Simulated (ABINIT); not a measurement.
Pb: band structure with RPBE

Pb:

```
Pb
1.0
     0.00000    2.47502    2.47502
     2.47502    0.00000    2.47502
     2.47502    2.47502    0.00000
Pb
1
Direct
  0.00000 0.00000 0.00000
```

* Program: ABINIT 10.8.3 (patched build)
* Task: band structure
* Functional: RPBE
* Potentials or basis: JTH PAW PBE v2.0 sp
* Cutoff: 408 eV
* k mesh: 9 × 9 × 9
* Occupations: fermi-dirac, width 0.05 eV
* Spin: no spin polarisation
* Fine-grid cutoff: 816.342 eV
* Exchange and correlation inside the PAW spheres: full angular mesh (pawxcdev 0, this build's default; the released program takes 1)

The pressure is 3.9 GPa, the band gap on the k mesh is none (metal or under the smearing width) and the valence electrons inside the program's atomic spheres are Pb 2.67 (radii [1.5418] Å).

Levels at the corners of the path, in eV from the Fermi level:
```tsv
point	band 1	band 2	band 3	band 4	band 5	band 6
Γ	-11.61	7.65	7.65	7.65	8.91	8.91
X	-6.60	-3.12	2.31	2.31	5.27	6.15
W	-6.45	-1.24	-1.24	0.40	9.53	9.53
K	-6.65	-2.15	-1.11	3.21	6.21	9.32
Γ	-11.61	7.65	7.65	7.65	8.91	8.91
L	-8.05	-4.07	5.85	5.85	8.16	8.62
U	-6.65	-2.15	-1.11	3.21	6.21	9.32
W	-6.45	-1.24	-1.24	0.40	9.53	9.53
L	-8.05	-4.07	5.85	5.85	8.16	8.62
K	-6.65	-2.15	-1.11	3.21	6.21	9.32
```

Run time: 6.1 s on 1 thread of Intel(R) Xeon(R) 6975P-C (Granite Rapids), with other jobs on the host, peak memory 0.11 GiB.

Caveat: the PAW data sets were made with another functional, which shifts forces and pressure a little; spin-orbit coupling is left out, which moves the levels of the heavy elements; this set keeps more shells in the core, which shifts pressures and gaps.
